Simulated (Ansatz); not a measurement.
## Calculated quadrupolar parameters for Sr4Ti3O10

The cell is a Materials Project structure (computed, not necessarily an observed phase).

```
CELL_PARAMETERS angstrom
-1.95534 1.95534 14.09162
1.95534 -1.95534 14.09162
1.95534 1.95534 -14.09162
ATOMIC_POSITIONS crystal
Sr 0.56849 0.56849 0.00000
Sr 0.43151 0.43151 0.00000
Sr 0.29759 0.29759 0.00000
Sr 0.70241 0.70241 0.00000
Ti 0.00000 0.00000 0.00000
Ti 0.85991 0.85991 0.00000
Ti 0.14009 0.14009 0.00000
O 0.63890 0.13890 0.50000
O 0.79064 0.79064 0.00000
O 0.20936 0.20936 0.00000
O 0.00000 0.50000 0.50000
O 0.50000 0.00000 0.50000
O 0.06947 0.06947 0.00000
O 0.93053 0.93053 0.00000
O 0.13890 0.63890 0.50000
O 0.86110 0.36110 0.50000
O 0.36110 0.86110 0.50000
```

Atom numbers follow the list; atoms alike are taken as one site, whose name carries the number of the first.

The numbers come from a DFT calculation in Ansatz (LDA, plane waves and PAW (field gradients read without the response of the frozen cores, which leaves them typically 4 to 6 % off), scalar-relativistic, 420 eV cutoff, Γ-centred 8×8×8 k-points, Fermi–Dirac smearing 0.02 eV).

V_zz is the principal component of the electric field gradient with the largest magnitude, η = (V_xx − V_yy)/V_zz and C_Q = eQV_zz/h.

Sr-87: I = 9/2, Q = 305.0 mb; ⁴⁷Ti: I = 5/2, Q = 302.0 mb; ¹⁷O: I = 5/2, Q = -25.58 mb. Q values from Pyykkö, Mol. Phys. 116, 1328 (2018).

| site | atoms (order as listed) | first shell | V_zz (10²¹ V/m²) | η | C_Q (MHz) |
| --- | --- | --- | --- | --- | --- |
| Sr1 | 1, 2 | 12 O at 2.75–2.79 Å | 0.72 | 0.00 | 5.32 |
| Sr3 | 3, 4 | 9 O at 2.49–2.77 Å | -4.48 | 0.00 | -33.0 |
| Ti5 | 5 | 6 O at 1.96 Å | -0.25 | 0.00 | -1.84 |
| Ti6 | 6, 7 | 6 O at 1.95–1.99 Å | -0.54 | 0.00 | -3.92 |
| O8 | 8, 15, 16, 17 | 2 Ti at 1.96 Å, angle 178°; also 4 Sr at 2.65–2.79 Å | 1.09 | 0.70 | -0.671 |
| O9 | 9, 10 | 1 Ti at 1.95 Å; also 5 Sr at 2.49–2.77 Å | -0.96 | 0.00 | 0.591 |
| O11 | 11, 12 | 2 Ti at 1.96 Å, angle 180°; also 4 Sr at 2.75 Å | 1.05 | 0.38 | -0.647 |
| O13 | 13, 14 | 2 Ti at 1.96–1.99 Å, angle 180°; also 4 Sr at 2.77 Å | 1.08 | 0.00 | -0.670 |

An axis of threefold or higher order runs through Sr1, Sr3, Ti5, Ti6, O9 and O13, so V_zz lies along it and η is zero. At O8 and O11 V_zz points along the line of its two bonds (within 1°) in each case.

At this cell the LDA pressure is -8 GPa, so with LDA the cell would shrink if it were relaxed. Without spin–orbit coupling (the program notes it for Sr) the gradients are little affected as a rule: paired runs on crystals with a gap mostly move them by under 2 % at such atoms.

The run took 82 s of wall time (82 s of CPU time) and 0.97 GiB at its peak, on 1 thread of Intel Xeon Platinum 8259CL CPU @ 2.50GHz (Skylake/Cascade Lake) (x86_64; 16 cores open to the job, memory cap 3.0 GiB, no GPU), a shared host with a load of 0.3 a core.
